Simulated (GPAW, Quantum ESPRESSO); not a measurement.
Consider KF (Carobbiite, Fm-3m).

```cif
data_structure
_symmetry_space_group_name_H-M 'P 1'
_symmetry_Int_Tables_number 1
_cell_length_a 3.7786
_cell_length_b 3.7786
_cell_length_c 3.7786
_cell_angle_alpha 60.000
_cell_angle_beta 60.000
_cell_angle_gamma 60.000
_cell_volume 38.15
loop_
_atom_site_label
_atom_site_type_symbol
_atom_site_fract_x
_atom_site_fract_y
_atom_site_fract_z
_atom_site_occupancy
K1 K 0.00000 0.00000 0.00000 1
F2 F 0.50000 0.50000 0.50000 1
```

Absorber: atom 2, with 6 K at 2.67 Å (octahedral, site symmetry m-3m). Method: Quantum ESPRESSO XSpectra, PBE, full core hole (charged cell), 12-atom cell with 6.5 Å between holes, 4×4×4 k points, dipole transitions, Lorentzian half width 0.3 eV up to 4 eV, rising linearly to 2.5 eV at 25 eV (counted from xe0, 2.8 eV below the zero used here).

What does the F K edge look like?

Main maxima up to 24 eV above the zero (height): 2.7 eV (2.62), 5.6 eV (1.39) and 17.9 eV (1.29). A K edge sees empty p states on the absorber. The total-energy difference plus the lowest empty eigenvalue puts the zero at 694.38 eV. One term is added: -9.97 eV, since the hole is spin-paired here and a spin-polarised one costs that much less in the free atom (computed apart). The photon energy is then 684.41 eV. The functional and the charged cell's background leave an error of a few eV in such absolute values.

The F K spectrum (energy from the lowest empty level; intensity scaled to a mean of 1 over the first 20 eV; the points at xe0, where the cut of filled states can leave a spike, are interpolated):

| E (eV) | intensity |
| --- | --- |
| -2.0 | 0.04 |
| -1.5 | 0.04 |
| -1.0 | 0.05 |
| -0.5 | 0.07 |
| 0.0 | 0.10 |
| 0.5 | 0.16 |
| 1.0 | 0.26 |
| 1.5 | 0.49 |
| 2.0 | 1.16 |
| 2.5 | 2.33 |
| 3.0 | 2.32 |
| 3.5 | 1.38 |
| 4.0 | 1.08 |
| 4.5 | 0.98 |
| 5.0 | 1.13 |
| 5.5 | 1.38 |
| 6.0 | 1.35 |
| 6.5 | 1.28 |
| 7.0 | 1.18 |
| 7.5 | 1.02 |
| 8.0 | 0.88 |
| 8.5 | 0.80 |
| 9.0 | 0.76 |
| 9.5 | 0.74 |
| 10.0 | 0.74 |
| 10.5 | 0.75 |
| 11.0 | 0.77 |
| 11.5 | 0.78 |
| 12.0 | 0.76 |
| 12.5 | 0.74 |
| 13.0 | 0.71 |
| 13.5 | 0.71 |
| 14.0 | 0.74 |
| 14.5 | 0.80 |
| 15.0 | 0.88 |
| 15.5 | 0.96 |
| 16.0 | 1.05 |
| 16.5 | 1.14 |
| 17.0 | 1.22 |
| 17.5 | 1.27 |
| 18.0 | 1.29 |
| 18.5 | 1.26 |
| 19.0 | 1.19 |
| 19.5 | 1.09 |
| 20.0 | 1.00 |
| 20.5 | 0.92 |
| 21.0 | 0.85 |
| 21.5 | 0.80 |
| 22.0 | 0.77 |
| 22.5 | 0.74 |
| 23.0 | 0.73 |
| 23.5 | 0.73 |
| 24.0 | 0.73 |
| 24.5 | 0.74 |
| 25.0 | 0.76 |
| 25.5 | 0.76 |
| 26.0 | 0.77 |
| 26.5 | 0.76 |
| 27.0 | 0.76 |
| 27.5 | 0.74 |
| 28.0 | 0.72 |
| 28.5 | 0.70 |
| 29.0 | 0.67 |
| 29.5 | 0.65 |
| 30.0 | 0.63 |
| 30.5 | 0.62 |
| 31.0 | 0.61 |
| 31.5 | 0.61 |
| 32.0 | 0.61 |

The structure is a published determination, not relaxed.

[Banner, clock and machine lines of the logs are left out without a mark of their own.]

[Logs are printed without paths, hosts, clocks, repeated set-up lines and the standing remarks that a program may print on its own settings, such as how far it seeks lower states.]

[Hosts, paths, dates, database ids (printed as entryN), source tags and the programs' standing remarks are cut or masked in the printed files.]

[Lists of maxima count a maximum above −3 eV only where it reaches 4 % of the highest in the window and stands out from its surroundings by 2 % of it (1.5 % where it reaches 55 %); shoulders and weaker maxima are passed over, and of the rest the first, up to two pre-edge ones and the few strongest are named.]
